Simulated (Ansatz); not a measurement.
## A vibration from a frozen displacement in BN

Method: DFT r2SCAN, scalar-relativistic, plane waves, PAW (Ansatz). Settings: plane waves to 500 eV, k-mesh 12×12×12 (Γ-centred), Gaussian smearing 0.05 eV. No spin polarisation. Energies are free energies at this smearing, counted from the undisturbed cell; pressure is positive in compression.

Reference structure (as given, not relaxed at this level; it stands at -5.2 GPa):

```yaml
crystal:
  lattice:
    - [0.00000, 1.81300, 1.81300]
    - [1.81300, 0.00000, 1.81300]
    - [1.81300, 1.81300, 0.00000]
  atoms:
    - { symbol: B, position: [0.00000, 0.00000, 0.00000] }
    - { symbol: N, position: [0.75000, 0.75000, 0.75000] }
```

Every N atom is moved by x along the Cartesian unit vector (0.000, 1.000, 0.000); the cell and all other atoms stay fixed. The cell's volume is 11.92 Å³; the moved atoms weigh 14.007 u together and the others 10.810 u. Some rows repeat others by symmetry and weren't run.

```
  x (Å)  ΔE (meV/cell) total force on the moved atoms along the move (eV/Å) pressure (GPa)
-0.5000        2222.25                                                6.2428         53.3114
-0.4375        1823.93                                                6.4546         42.0605
-0.3750        1422.03                                                6.3502         31.1169
-0.3125        1037.25                                                5.9067         20.9707
-0.2500         690.39                                                5.1425         12.0575
-0.1875         400.12                                                4.1055          4.7421
-0.1250         181.61                                                2.8572         -0.6890
-0.0625          45.97                                                1.4650         -4.0302
 0.0000           0.00                                                0.0000         -5.1577
 0.0625          45.97                                               -1.4650         -4.0302
 0.1250         181.61                                               -2.8572         -0.6890
 0.1875         400.12                                               -4.1055          4.7421
 0.2500         690.39                                               -5.1425         12.0575
 0.3125        1037.25                                               -5.9067         20.9707
 0.3750        1422.03                                               -6.3502         31.1169
 0.4375        1823.93                                               -6.4546         42.0605
 0.5000        2222.25                                               -6.2428         53.3114
```

Task: What frequency belongs to this motion?

Result: The force constant is k = −dF/dx = 23.440 eV/Å², from the parabola through x = -0.0625, 0 and 0.0625. In every cell the moved atoms swing against the rest, so the mass is μ = m₁m₂/(m₁ + m₂) = 6.101 u, and ν̃ = 521.5 cm⁻¹ × √(|k|/μ) = 1022 cm⁻¹, at this cell's pressure of -5.2 GPa. To first order in x, and within 1 %, the force on every atom lies along the move and, within each of the two groups, in proportion to the atom's mass, so this is itself a mode at the zone centre of this cell, taken without macroscopic field (the transverse frequency in a polar insulator).

Task: How far does the harmonic law reach?

Result: At x = -0.500 Å, kx²/2 = 2930.00 meV against the computed 2222.25 meV (-24.2 %): the well softens in this direction at large amplitude.

Task: The pressure changes with x². What does that say about the frequency under compression?

Result: With E = k(V)x²/2, k ∝ V^(−2γ) and x scaling with the cell as V^(1/3), P − P0 = −∂E/∂V = (2γ − 2/3) ΔE/V. At x = 0.1250 Å, V(P − P0) = 11.92 × 4.46867 / 160.2 eV = 332.42 meV and ΔE = 181.61 meV, so γ = 1/3 + V(P − P0)/(2ΔE) = 1.25. This is the Grüneisen parameter of the motion under uniform scaling of the cell: shrinking the cell evenly by 1 % in volume raises the frequency by about 1.25 %.